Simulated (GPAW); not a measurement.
Runs of GPAW 26.7.0 on MnO. Symmetry: Fm-3m, No. 225, cubic system. The conventional cell has a = 4.384 Å, b = 4.384 Å, c = 4.384 Å, α = 90.00°, β = 90.00°, γ = 90.00°. Mn (site symmetry m-3m) has 6 O at 2.19 Å as nearest neighbours. Around O (site symmetry m-3m) lie 6 Mn at 2.19 Å. 

```tsv
task	level	U	cell	k mesh	smearing	lines	response ecut	maxiter	response k mesh	response bands	mesh quality	gap on the mesh (eV)	pressure (GPa)	moment (μB)
magnons	LDA	-	Fm-3m, 10.53 Å³/atom	8 × 8 × 8	fermi-dirac 0.05 eV	2	150 eV	150	6 × 6 × 6	29	coarse	none	-	4.43
single point from a typed occupation	LDA+U	Mn d U = 6 eV	Fm-3m, 10.97 Å³/atom	7 × 7 × 7	gaussian 0.05 eV	-	-	120	-	-	not flagged	(b)	(a)	5.00
single point	LDA	-	Fm-3m, 10.97 Å³/atom	8 × 8 × 8	fermi-dirac 0.05 eV	-	-	120	-	-	not flagged	none	-18.5	4.61
magnons	LDA	-	Fm-3m, 10.31 Å³/atom	8 × 8 × 8	fermi-dirac 0.05 eV	2	150 eV	150	6 × 6 × 6	29	coarse	none	-	4.29
```

Alike in all rows: potentials or basis the program's PAW data sets (release 1.2.1) made for this functional, pw; spin collinear, ferromagnetic start; cutoff (eV) 600.

Estimate the missing entries.

(a) -5.5; (b) 0.77.

Caveats: some runs use coarse meshes; a cell with one magnetic atom can't hold antiferromagnetic order, which such compounds often take; semilocal functionals often make such compounds metallic where correlation or magnetic order opens a gap, which also shifts bond lengths (some runs); the number of bands moves the energies at small q by some ten meV (some runs); the exchange constants hang on this mesh and on the site radius (some runs); magnon energies are noisy on this mesh (some runs); the cutoff is short for stress and forces, so pressures can be off by a GPa or more (some runs); the occupation matrix was held by a function in the script for the first cycles and then freed (some runs).

A k mesh can miss the band edges.

A gap of «none» marks a metal or a gap under the smearing width.

Runs at the PBE level aren't shown here.
